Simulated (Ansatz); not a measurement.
Born–Oppenheimer molecular dynamics of a periodic cell of 28 atoms, Al (surface Al(111), adsorbate Al). It goes on from the last frame of an earlier run, with new velocities.

Method: DFT PBE, scalar-relativistic, plane waves, PAW (Ansatz). Settings: PAW set soft_1, cutoff 420 eV, k mesh 2x2x1, fermi-dirac smearing 0.05 eV, no spin polarisation.

```
ensemble        : NVT, Langevin thermostat
time step       : 20 fs
steps asked     : 90
set temperature : 1800 K
friction        : 0.02 /fs
atoms held      : 1 to 9
seed            : 925604
```

First frame:

```xyz
28
Lattice="8.5913 0.0000 0.0000 4.2957 7.4403 0.0000 0.0000 0.0000 15.6765" Properties=species:S:1:pos:R:3
Al 1.432 0.827 1.000
Al 4.296 0.827 1.000
Al 7.160 0.827 1.000
Al 2.864 3.307 1.000
Al 5.728 3.307 1.000
Al 8.591 3.307 1.000
Al 4.296 5.787 1.000
Al 7.160 5.787 1.000
Al 10.023 5.787 1.000
Al -0.009 1.586 3.382
Al 2.744 1.774 3.065
Al 5.665 1.730 3.157
Al 1.288 4.150 3.337
Al 4.151 4.029 3.522
Al 7.163 4.237 3.265
Al 3.071 6.592 3.390
Al 5.623 6.643 4.276
Al 8.300 6.708 3.719
Al 1.050 -0.204 7.261
Al 3.394 -0.001 6.420
Al 6.089 -0.169 5.717
Al 1.506 2.251 5.498
Al 4.314 2.636 5.999
Al 7.009 2.092 5.898
Al 3.487 5.232 6.478
Al 6.632 4.769 5.901
Al 9.031 4.821 5.962
Al 0.916 2.583 8.322
```

(1) What does the run give?

(2) What happens to the structure?

(3) How do temperature and energy run in time?

Results:

(1) All steps were run.

```
steps done                                               : 90
time covered                                             : 1800 fs
mean temperature over the second half                    : 1591 K
spread of the potential energy over the second half      : 34.6 meV per atom
mean potential energy of the second half above the start : 60.0 meV per atom
```

The mean temperature of the second half is 12 % below the set value. A run of 1.8 ps of so small a system gives no equilibrium averages. Limits of this set-up: coarse k mesh, thin slab, slab without dipole correction.

(2) Mean squared displacements from the first frame to the last: Al 0.82 Å². The details hang on the random start.

(3) 
| time (fs) | T (K) | potential energy less start (eV) |
| --- | --- | --- |
| 0 | 1800 | 0.000 |
| 80 | 1508 | 1.096 |
| 160 | 1208 | 2.485 |
| 240 | 1452 | 0.701 |
| 320 | 1621 | 1.797 |
| 400 | 1476 | 1.565 |
| 480 | 1232 | 1.366 |
| 560 | 1726 | 2.946 |
| 640 | 1037 | 3.320 |
| 720 | 966 | 2.810 |
| 800 | 1933 | 2.483 |
| 880 | 1597 | 3.283 |
| 960 | 2033 | 3.877 |
| 1040 | 2105 | 1.940 |
| 1120 | 1755 | 1.919 |
| 1200 | 1158 | 1.222 |
| 1280 | 850 | 0.412 |
| 1360 | 1147 | 0.962 |
| 1440 | 1695 | 0.833 |
| 1520 | 1683 | 1.408 |
| 1600 | 1801 | 1.285 |
| 1680 | 1715 | 1.662 |
| 1760 | 1542 | 2.289 |

Time of the run: 22 min on 1 thread of Arm Neoverse V2, with other jobs on the host, peak memory 1.2 GiB.
